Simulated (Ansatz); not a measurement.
A plane-wave DFT run in Ansatz 0.2.0 (scalar-relativistic PAW potentials unless the input names others): input and command.

```yaml
crystal:
  lattice:
    - [0.0, 3.3247980874, 3.3247980874]
    - [3.3247980874, 0.0, 3.3247980874]
    - [3.3247980874, 3.3247980874, 0.0]
  atoms:
    - { symbol: Hg, position: [0.0, 0.0, 0.0] }
    - { symbol: Te, position: [0.75, 0.75, 0.75] }
kpoints:
  mp_grid: { grid: [18, 18, 18] }
hamiltonian:
  xc: rpbe
scf:
  occupations: { method: gaussian, width: 0.15 }
  initial_density: { chi_scale: 0.1 }
output:
  forces: true
  eigenvalues: true
  stress: true
```

```bash
ansatz run input.yaml --threads 1 --pin off --max-ram 2560MiB --backend cpu --events-out ev --progress --plain --runs-dir out
```

Abridged log:
```
Pseudopotentials: kind: paw
Pseudopotential: Hg, paw, valence charge 20, recommended cutoff 420 eV (normal)
Pseudopotential: Te, paw, valence charge 16, recommended cutoff 420 eV (normal)
Functional definition: RPBE
Crystal: 2 atoms, lattice volume = 73.507 Å³
Basis set: ecut = 420 eV, 1459 PW (Γ), exchange–correlation on 64×64×64 points (8 copies of the dense FFT grid, shifted against one another)
Bands: 22, of which v1, the nominal top of the filled ones, is band 18 counted from 1 (17 counted from 0)
Symmetry: 24 space group operations
Space group: F-43m (ITA 216), of the structure as read, at distance tolerance 4.2e-5 Å
k-points: 195 of 5832 (time reversal used)
Initial density: superposition of atomic densities (chi_scale 0.1, normalization cell, long waves kept (reshape's long-wave potential 0.00 eV rms))
Initial wavefunctions: pseudopotential atomic-orbital guess
Functional: x = rpbe, c = pbe(β = 0.06672455)
SCF iter   1: F=—  HF=-20817.350397 eV  |F-HF|=—  |Δ(HF+E_count)|=         —  Δρ=1.91e-2  dr2=3.58e-1  ethr=3.10e-3  ⟨swp⟩=5.9  Hψ=19609  notcnv=0
SCF iter   2: F=—  HF=-20817.287638 eV  |F-HF|=—  |Δ(HF+E_count)|=   6.28e-2  Δρ=9.66e-3  dr2=4.96e-2  ethr=9.95e-4  ⟨swp⟩=2.3  Hψ=8295  notcnv=0
SCF iter   3: F=—  HF=-20817.279777 eV  |F-HF|=—  |Δ(HF+E_count)|=   7.86e-3  Δρ=4.47e-3  dr2=1.06e-2  ethr=1.38e-4  ⟨swp⟩=2.0  Hψ=7547  notcnv=0
SCF iter   4: F=—  HF=-20817.280810 eV  |F-HF|=—  |Δ(HF+E_count)|=   1.03e-3  Δρ=1.29e-3  dr2=8.09e-4  ethr=2.94e-5  ⟨swp⟩=2.7  Hψ=6135  notcnv=0
SCF iter   5: F=—  HF=-20817.281009 eV  |F-HF|=—  |Δ(HF+E_count)|=   1.98e-4  Δρ=2.31e-4  dr2=2.24e-5  ethr=2.25e-6  ⟨swp⟩=2.0  Hψ=6047  notcnv=0
SCF iter   6: F=—  HF=-20817.281022 eV  |F-HF|=—  |Δ(HF+E_count)|=   1.34e-5  Δρ=4.82e-5  dr2=8.91e-7  ethr=6.21e-8  ⟨swp⟩=2.0  Hψ=5967  notcnv=0
SCF iter   7: F=-20817.281025 eV  HF=-20817.281025 eV  |F-HF|=4.71e-8  |Δ(HF+E_count)|=   2.90e-6  Δρ=3.87e-6  dr2=1.29e-8  ethr=2.78e-10  ⟨swp⟩=8.1  Hψ=21379  notcnv=0
SCF 1 converged in 7 iterations: F = -20817.281025 eV  dr2 = 1.29e-8
SCF converged after 7 iterations
Free energy (F): -20817.281025 eV
Harris-Foulkes:  -20817.281025 eV  (|F-HF|=4.71e-8)
Internal energy: -20817.280704 eV  (E = F + TS)
E sigma→0 (E₀):  -20817.280865 eV
Entropy (-TS):   -0.000321 eV (-0.160 meV/atom)
Fermi energy:    7.674312 eV
--- Forces (eV/Å), atoms counted from 1 ---
  atom   1  Hg     0.00000000     0.00000000     0.00000000
  atom   2  Te     0.00000000     0.00000000     0.00000000
--- Stress (GPa, compression-positive) ---
        1.541010       0.000000       0.000000
        0.000000       1.541010       0.000000
        0.000000       0.000000       1.541010
  P = ⅓ Tr σ = 1.5410 GPa (15.410 kbar)
```

Apart from outputs and empty bands, the input differs from a reference run on usual settings in scf.initial_density.chi_scale: not typed → 0.1; hamiltonian.xc: "pbe" → "rpbe"; basis.ecutwfc: 420 → not typed. The reference, at the same geometry, gave pressure 0.02 GPa, largest force 0.000 eV/Å, no gap on the mesh. This run converged in 7 SCF iterations (reference: 6) with a total energy on another zero, pressure 1.54 GPa, largest force 0.000 eV/Å, no gap on the mesh.

Time: 25 s on 1 thread of Arm Neoverse V2, with other jobs on the host, peak memory 0.54 GiB.